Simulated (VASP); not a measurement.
# Mo (P6_3/mmc) in VASP: notebook

The runs below take Mo through single point, relaxation of cell and atoms, with PBE.

Program: VASP 6.6.1. These are calculated values, not measurements. Logs are shortened: lines on timing, memory, paths and dates and some standing lists are left out, and cuts for length are marked.

**1. The crystal as given**

It takes space group P6_3/mmc (No. 194, hexagonal). The conventional cell has a = 2.749 Å, b = 2.749 Å, c = 4.923 Å, α = 90.00°, β = 90.00°, γ = 120.00°. Mo (site symmetry -6m2) has 12 Mo at 2.75 to 2.93 Å as nearest neighbours.

The cell was built by a generator and needn't be a form met in nature.

**2. Single point, PBE**

Input file INCAR:

```
ALGO = Normal
EDIFF = 1E-6
ENCUT = 520
GGA = PE
ISIF = 2
ISMEAR = 0
LASPH = True
LCHARG = True
LELF = True
LREAL = False
LVHAR = True
LWAVE = False
NBANDS = 21
NELM = 100
PREC = Accurate
SIGMA = 0.05
```

Input file KPOINTS:

```
k-points
0
Gamma
  8 8 4
```

Input file POSCAR:

```
Mo
1.0
    2.7494746780      0.0000000000      0.0000000000
   -1.3747373390      2.3811149182      0.0000000000
    0.0000000000      0.0000000000      4.9232221395
Mo
2
Direct
    0.3333333333      0.6666666667      0.7500000000
    0.6666666667      0.3333333333      0.2500000000
```

Potentials or basis: VASP PAW PBE potentials, release 64 (Mo_sv).

Command:

```bash
$ cat potpaw_PBE.64/Mo_sv/POTCAR > POTCAR
$ mpirun -np 1 vasp_std > vasp.out
```

OUTCAR:

```text
EDIFF = 1E-6
   ENCUT = 520
   GGA = PE
   ISIF = 2
   ISMEAR = 0
   LASPH = True
   LREAL = False
   NELM = 100
   PREC = Accurate

 ion  position               nearest neighbor table
   1  0.333  0.667  0.750-   2 2.93   2 2.93   2 2.93   2 2.93   2 2.93   2 2.93
   2  0.667  0.333  0.250-   1 2.93   1 2.93   1 2.93   1 2.93   1 2.93   1 2.93

  LATTYP: Found a hexagonal cell.
 ALAT       =     2.7494746780
 C/A-ratio  =     1.7906046486

  Lattice vectors:

 A1 = (   2.7494746780,   0.0000000000,   0.0000000000)
 A2 = (  -1.3747373390,   2.3811149182,   0.0000000000)
 A3 = (   0.0000000000,   0.0000000000,   4.9232221395)

Analysis of symmetry for initial positions (statically):
=====================================================================
 Subroutine PRICEL returns:
 Original cell was already a primitive cell.

 Routine SETGRP: Setting up the symmetry group for a
 hexagonal supercell.

 Subroutine GETGRP returns: Found 24 space group operations
 (whereof 12 operations were pure point group operations)
 out of a pool of 24 trial point group operations.

The static configuration has the point symmetry D_3d.
 The point group associated with its full space group is D_6h.

Analysis of symmetry for dynamics (positions and initial velocities):
=====================================================================
 Subroutine PRICEL returns:
 Original cell was already a primitive cell.

 Routine SETGRP: Setting up the symmetry group for a
 hexagonal supercell.

 Subroutine GETGRP returns: Found 24 space group operations
 (whereof 12 operations were pure point group operations)
 out of a pool of 24 trial point group operations.

The dynamic configuration has the point symmetry D_3d.
 The point group associated with its full space group is D_6h.

 Subroutine INISYM returns: Found 24 space group operations
 (whereof 12 operations are pure point group operations),
 and found     1 'primitive' translations

----------------------------------------------------------------------------------------

                                     Primitive cell

  volume of cell :      32.2314

  direct lattice vectors                    reciprocal lattice vectors
     2.749474678  0.000000000  0.000000000     0.363705841  0.209985665  0.000000000
    -1.374737339  2.381114918  0.000000000     0.000000000  0.419971330  0.000000000
     0.000000000  0.000000000  4.923222139     0.000000000  0.000000000  0.203119009
[... 76 lines left out ...]
   ISTART =      0    job   : 0-new  1-cont  2-samecut
   ICHARG =      2    charge: 1-file 2-atom 10-const
   ISPIN  =      1    spin polarized calculation?
   LNONCOLLINEAR =      F non collinear calculations
   LSORBIT =      F    spin-orbit coupling
   LASPH  =      T    aspherical Exc in radial PAW
   ENCUT  =  520.0 eV  38.22 Ry    6.18 a.u.   5.11  5.11  9.15*2*pi/ulx,y,z
   NELM   =    100;   NELMIN=  2; NELMDL= -5     # of ELM steps
   EDIFF  = 0.1E-05   stopping-criterion for ELM
   LREAL  =      F    real-space projection
   EDIFFG = 0.1E-04   stopping-criterion for IOM
   NSW    =      0    number of steps for IOM
   IBRION =     -1    ionic relax: 0-MD 1-quasi-New 2-CG
   NFREE  =      0    steps in history (QN), initial steepest desc. (CG)
   ISIF   =      2    stress and relaxation
   ISYM   =      2    0-nonsym 1-usesym 2-fastsym
   POTIM  = 0.5000    time-step for ionic-motion
   TEBEG  =    0.0;   TEEND  =   0.0 temperature during run
   PSTRESS=    0.0 pullay stress
   NELECT =      28.0000    total number of electrons
   NUPDOWN=      -1.0000    fix difference up-down
   EMIN   =  10.00;   EMAX   =-10.00  energy-range for DOS
   EFERMI =   0.00;   METHOD = LEGACY
   ISMEAR =     0;   SIGMA  =   0.05  broadening in eV -4-tet -1-fermi 0-gaus
   EFERMI_NEDOS =   21; number of points for ismear=-14 and -15
   IALGO  =     38    algorithm
   IMIX   =      4    mixing-type and parameters
     AMIX     =   0.40;   BMIX     =  1.00
     AMIX_MAG =   1.60;   BMIX_MAG =  1.00
  volume/ion in A,a.u.               =      16.12       108.75
  Fermi-wavevector in a.u.,A,eV,Ry     =   1.562072  2.951888 33.199147  2.440068
  Thomas-Fermi vector in A             =   2.665044
   LORBIT       =      0    0 simple, 1 ext, 2 COOP (PROOUT), +10 PAW based schemes
   GGA     = PE    functional components
   LHFCALC =     F    Hartree Fock is set to
   AEXX    =    0.0000 exact exchange contribution
   IVDW    =     0    specifies the selected vdW correction
   LEPSILON=     F    determine dielectric tensor
   LRPA    =     F    only Hartree local field effects (RPA)
 non-spin polarized calculation
 Gauss-broadening in eV      SIGMA  =   0.05
  energy-cutoff  :      520.00
  volume of cell :       32.23
 maximum number of plane-waves:       880
   NGX = 11   NGY = 11   NGZ = 19

 number of electron      27.9999995 magnetization

 Free energy of the ion-electron system (eV)
  ---------------------------------------------------
  ext. energy  EPLUGINS =         0.00000000
  ---------------------------------------------------
  free energy    TOTEN  =       -21.02741574 eV

  energy without entropy =      -21.02343090  energy(sigma->0) =      -21.02542332

 E-fermi :  11.7755     XC(G=0): -13.1932

 val. band max:       11.7489837835   @ k =   0.1250  -0.0000   0.0000
 cond. band min:      11.7831507971   @ k =   0.3750   0.1250   0.5000
 fundamental gap:      0.0341670136
 Fermi energy:        11.7755320986

 k-point     1 :       0.0000    0.0000    0.0000
  band No.  band energies     occupation
      1     -49.0354      2.00000
      2     -48.8857      2.00000
      3     -23.6085      2.00000
      4     -22.5895      2.00000
      5     -22.3578      2.00000
      6     -22.3578      2.00000
[... 565 lines left out ...]
     20      15.5441      0.00000
     21      24.2881      0.00000

 [... further k-points ...]
[... 5 lines left out ...]
  --------------------------------------------------------------------------------------
  -------------------------------------------------------------------------------------
  Total        0.0976043      0.0976043      0.0713437     -0.0000000      0.0000000      0.0000000
  in kB        4.8517702      4.8517702      3.5463911     -0.0000000      0.0000000      0.0000000
  external PRESSURE =       4.4166439 kB  Pullay stress =       0.0000000 kB

 VOLUME and BASIS-vectors are now :
 -----------------------------------------------------------------------------
  energy-cutoff  :      520.00
  volume of cell :       32.23
      direct lattice vectors                 reciprocal lattice vectors
     2.749474678  0.000000000  0.000000000     0.363705841  0.209985665  0.000000000
    -1.374737339  2.381114918  0.000000000     0.000000000  0.419971330  0.000000000
     0.000000000  0.000000000  4.923222139     0.000000000  0.000000000  0.203119009

 POSITION                                       TOTAL-FORCE (eV/Angst)
 -----------------------------------------------------------------------------------
     -0.00000      1.58741      3.69242         0.000000     -0.000000      0.000000
      1.37474      0.79370      1.23081        -0.000000      0.000000      0.000000
 -----------------------------------------------------------------------------------
    total drift:                               -0.000000      0.000000     -0.000000

  FREE ENERGIE OF THE ION-ELECTRON SYSTEM (eV)
  ---------------------------------------------------
  free  energy   TOTEN  =       -21.0274157382 eV

  energy  without entropy=      -21.0234309018  energy(sigma->0) =      -21.02542332
```

OSZICAR:

```text
N       E                     dE             d eps       ncg     rms          rms(c)
DAV:   1     0.302180828737E+03    0.30218E+03   -0.17854E+04  1268   0.140E+03
DAV:   2    -0.154585356744E+02   -0.31764E+03   -0.30985E+03  1430   0.447E+02
DAV:   3    -0.221917951255E+02   -0.67333E+01   -0.66080E+01  1411   0.664E+01
DAV:   4    -0.222376102934E+02   -0.45815E-01   -0.45716E-01  1415   0.511E+00
DAV:   5    -0.222378651000E+02   -0.25481E-03   -0.25480E-03  1390   0.415E-01    0.189E+01
DAV:   6    -0.211798845561E+02    0.10580E+01   -0.20365E+00  1365   0.123E+01    0.518E+00
DAV:   7    -0.210365873998E+02    0.14330E+00   -0.37979E-01  1435   0.489E+00    0.112E+00
DAV:   8    -0.210273482602E+02    0.92391E-02   -0.11575E-02  1325   0.948E-01    0.287E-01
DAV:   9    -0.210273969957E+02   -0.48735E-04   -0.33152E-04  1440   0.184E-01    0.108E-01
DAV:  10    -0.210274135207E+02   -0.16525E-04   -0.48891E-05  1355   0.606E-02    0.258E-02
DAV:  11    -0.210274159086E+02   -0.23879E-05   -0.47931E-06  1395   0.205E-02    0.452E-03
DAV:  12    -0.210274157382E+02    0.17037E-06   -0.95899E-08   680   0.294E-03
   1 F= -.21027416E+02 E0= -.21025423E+02  d E =-.398484E-02
```

stdout:

```text
POSCAR found type information on POSCAR Mo
 POSCAR found :  1 types and       2 ions
 scaLAPACK will be used
 LDA part: xc-table for (Slater+PW92), standard interpolation
 POSCAR, INCAR and KPOINTS ok, starting setup
 FFT: planning ... GRIDC
 FFT: planning ... GRID_SOFT
 FFT: planning ... GRID
 WAVECAR not read
 entering main loop
```

It took 15 s on 1 thread of Intel Xeon Platinum 8488C (Sapphire Rapids), shared host; peak memory 0.14 GiB.

What came out:

| Property | Result |
| --- | --- |
| Free energy | -21.0274 eV |
| Pressure | 0.4 GPa |
| Band gap on the k mesh | none (metal or under the smearing width) |

Stress tensor (GPa, compression positive):
```
0.49 0.00 0.00
0.00 0.49 0.00
0.00 0.00 0.35
```

Levels at points of the mesh, in eV from the Fermi level:
```
           k point  band 10  band 11  band 12  band 13  band 14  band 15  band 16  band 17  band 18  band 19
(0.00, 0.00, 0.00)    -4.66    -1.75    -0.57    -0.57    -0.09    -0.09     0.55     1.54     1.54     3.40
(0.50, 0.00, 0.00)    -4.13    -4.04    -1.19    -0.32    -0.30    -0.15     3.65     4.56     4.79     5.87
(0.00, 0.00, 0.50)    -5.11    -1.90    -1.90    -0.53    -0.53    -0.53    -0.53     2.75     2.75     2.75
(0.50, 0.00, 0.50)    -4.64    -3.26    -3.26     1.29     1.29     1.81     1.81     4.63     4.63     4.68
```

(Continued in part 2 of 2.)
